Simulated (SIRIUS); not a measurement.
# Ta in SIRIUS: convergence with pw cutoff

Input of the first run (pw cutoff 12 1/bohr); the others differ in this setting and in those tied to it:

The input sirius.json:

```json
{
  "control": {
    "processing_unit": "cpu",
    "std_evp_solver_name": "lapack",
    "gen_evp_solver_name": "lapack",
    "verbosity": 2,
    "print_forces": true,
    "ortho_rf": true,
    "use_second_variation": true,
    "rmt_max": 3.0,
    "num_bands_to_print": 22,
    "save_wf": true
  },
  "parameters": {
    "electronic_structure_method": "full_potential_lapwlo",
    "xc_functionals": ["XC_LDA_X", "XC_LDA_C_PW"],
    "core_relativity": "dirac",
    "valence_relativity": "iora",
    "num_fv_states": 22,
    "smearing": "fermi_dirac",
    "smearing_width": 0.0018374661,
    "pw_cutoff": 12,
    "gk_cutoff": 3.47,
    "lmax_apw": 11,
    "lmax_rho": 8,
    "lmax_pot": 8,
    "num_mag_dims": 0,
    "auto_rmt": 0,
    "ngridk": [11, 11, 11],
    "shiftk": [0, 0, 0],
    "num_dft_iter": 80,
    "energy_tol": 1e-07,
    "density_tol": 1e-05,
    "use_symmetry": true
  },
  "settings": {"tol_ne": 1e-10},
  "iterative_solver": {"type": "exact"},
  "mixer": {"type": "anderson", "beta": 0.5, "max_history": 8},
  "unit_cell": {
    "lattice_vectors": [
      [-3.1204669551, 3.1204669551, 3.1204669551],
      [3.1204669551, -3.1204669551, 3.1204669551],
      [3.1204669551, 3.1204669551, -3.1204669551]
    ],
    "atom_types": ["Ta"],
    "atom_files": {"Ta": "Ta.json"},
    "atoms": {"Ta": [[0.0, 0.0, 0.0]]}
  }
}
```

Contents of Ta.json:

```json
{
  "name": "tantalum",
  "symbol": "Ta",
  "number": 73,
  "mass": 180.94788,
  "rmin": 1e-06,
  "rmt": 2.65,
  "nrmt": 800,
  "rinf": 15.8,
  "core": "1s2s2p3s3p3d4s4p4d",
  "valence": [
    {"basis": [{"enu": 0.19, "dme": 0, "n": 0, "auto": 0}, {"enu": 0.19, "dme": 1, "n": 0, "auto": 0}]},
    {"l": 0, "n": 1, "basis": [{"enu": 0.29, "dme": 0, "n": 0, "auto": 0}]},
    {"l": 1, "n": 2, "basis": [{"enu": 0.29, "dme": 0, "n": 0, "auto": 0}]},
    {"l": 2, "n": 3, "basis": [{"enu": 0.29, "dme": 0, "n": 0, "auto": 0}]},
    {"l": 3, "n": 4, "basis": [{"enu": 0.29, "dme": 0, "n": 0, "auto": 0}]},
    {"l": 4, "n": 5, "basis": [{"enu": 0.29, "dme": 0, "n": 0, "auto": 0}]}
  ],
  "lo": [
    {"l": 0, "basis": [{"enu": 0.29, "dme": 0, "n": 0, "auto": 0}, {"enu": 0.29, "dme": 1, "n": 0, "auto": 0}]},
    {
      "l": 0,
      "basis": [{"enu": -2.2472, "dme": 0, "n": 5, "auto": 1}, {"enu": -2.2472, "dme": 1, "n": 5, "auto": 1}]
    },
    {
      "l": 0,
      "basis": [{"enu": -2.2472, "dme": 1, "n": 5, "auto": 1}, {"enu": 0.29, "dme": 0, "n": 0, "auto": 0}]
    },
    {"l": 0, "basis": [{"enu": 0.29, "dme": 0, "n": 0, "auto": 0}, {"enu": 2.5684, "dme": 0, "n": 0, "auto": 0}]},
    {"l": 1, "basis": [{"enu": 0.29, "dme": 0, "n": 0, "auto": 0}, {"enu": 0.29, "dme": 1, "n": 0, "auto": 0}]},
    {
      "l": 1,
      "basis": [{"enu": -1.0203, "dme": 0, "n": 5, "auto": 1}, {"enu": -1.0203, "dme": 1, "n": 5, "auto": 1}]
    },
    {
      "l": 1,
      "basis": [{"enu": -1.0203, "dme": 1, "n": 5, "auto": 1}, {"enu": 0.29, "dme": 0, "n": 0, "auto": 0}]
    },
    {"l": 1, "basis": [{"enu": 0.29, "dme": 0, "n": 0, "auto": 0}, {"enu": 2.9101, "dme": 0, "n": 0, "auto": 0}]},
    {"l": 2, "basis": [{"enu": 0.29, "dme": 0, "n": 0, "auto": 0}, {"enu": 0.29, "dme": 1, "n": 0, "auto": 0}]},
    {"l": 2, "basis": [{"enu": 0.29, "dme": 1, "n": 0, "auto": 0}, {"enu": 0.29, "dme": 2, "n": 0, "auto": 0}]},
    {"l": 2, "basis": [{"enu": 0.29, "dme": 0, "n": 0, "auto": 0}, {"enu": 2.5114, "dme": 0, "n": 0, "auto": 0}]},
    {"l": 3, "basis": [{"enu": 0.29, "dme": 0, "n": 0, "auto": 0}, {"enu": 0.29, "dme": 1, "n": 0, "auto": 0}]},
    {
      "l": 3,
      "basis": [{"enu": -0.4947, "dme": 0, "n": 4, "auto": 1}, {"enu": -0.4947, "dme": 1, "n": 4, "auto": 1}]
    },
    {
      "l": 3,
      "basis": [{"enu": -0.4947, "dme": 1, "n": 4, "auto": 1}, {"enu": 0.29, "dme": 0, "n": 0, "auto": 0}]
    },
    {"l": 3, "basis": [{"enu": 0.29, "dme": 0, "n": 0, "auto": 0}, {"enu": 3.5937, "dme": 0, "n": 0, "auto": 0}]},
    {"l": 4, "basis": [{"enu": 0.29, "dme": 0, "n": 0, "auto": 0}, {"enu": 0.29, "dme": 1, "n": 0, "auto": 0}]},
    {"l": 4, "basis": [{"enu": 0.29, "dme": 0, "n": 0, "auto": 0}, {"enu": 3.0241, "dme": 0, "n": 0, "auto": 0}]}
  ],
  "free_atom": [... radial grid and density of the free atom, the start of the SCF ...]
}
```

The input sirius_start.json:

```json
{
  "control": {
    "processing_unit": "cpu",
    "std_evp_solver_name": "lapack",
    "gen_evp_solver_name": "lapack",
    "verbosity": 1,
    "print_forces": false,
    "ortho_rf": true,
    "use_second_variation": true,
    "rmt_max": 3.0,
    "num_bands_to_print": 22,
    "save_wf": false
  },
  "parameters": {
    "electronic_structure_method": "full_potential_lapwlo",
    "xc_functionals": ["XC_LDA_X", "XC_LDA_C_PW"],
    "core_relativity": "dirac",
    "valence_relativity": "iora",
    "num_fv_states": 22,
    "smearing": "fermi_dirac",
    "smearing_width": 0.0055123983,
    "pw_cutoff": 12,
    "gk_cutoff": 2.78,
    "lmax_apw": 11,
    "lmax_rho": 8,
    "lmax_pot": 8,
    "num_mag_dims": 0,
    "auto_rmt": 0,
    "ngridk": [4, 4, 4],
    "shiftk": [0, 0, 0],
    "num_dft_iter": 30,
    "energy_tol": 0.01,
    "density_tol": 0.05,
    "use_symmetry": true
  },
  "settings": {"tol_ne": 1e-10},
  "iterative_solver": {"type": "exact"},
  "mixer": {"type": "anderson", "beta": 0.5, "max_history": 8},
  "unit_cell": {
    "lattice_vectors": [
      [-3.1204669551, 3.1204669551, 3.1204669551],
      [3.1204669551, -3.1204669551, 3.1204669551],
      [3.1204669551, 3.1204669551, -3.1204669551]
    ],
    "atom_types": ["Ta"],
    "atom_files": {"Ta": "Ta.json"},
    "atoms": {"Ta": [[0.0, 0.0, 0.0]]}
  }
}
```

Potentials or basis: all-electron FP-LAPW, apw+lo standard.

Launch:

```sh
$ OMP_NUM_THREADS=1 sirius.scf --input=sirius_start.json --output=start.json
$ OMP_NUM_THREADS=1 sirius.scf --input=sirius.json --output=output.json --task=1
```

Hardware: 1 thread of AMD EPYC 7B13 (Zen 3), on a shared host.

| pw cutoff | energy less the tightest run, at zero smearing (meV/atom) | SCF cycles | CPU time (s) | peak memory (GiB) |
| --- | --- | --- | --- | --- |
| 12 1/bohr | 0.00 | 7 | 37 | 0.31 |
| 14 1/bohr | 0.00 | 7 | 37 | 0.32 |
| 16 1/bohr | 0.00 | 7 | 38 | 0.32 |
| 19 1/bohr | 0.00 | 7 | 39 | 0.34 |
| 22 1/bohr | 0.00 | 7 | 40 | 0.36 |
| 26 1/bohr | 0.00 | 7 | 41 | 0.4 |
| 30 1/bohr | 0.00 | 7 | 44 | 0.45 |

Against the tightest run, the energy stays within 1 meV/atom from 12 1/bohr on. The tightest run that finished is the yardstick and may itself not be fully converged.

Spin-orbit coupling is left out, which matters for the levels of Ta.
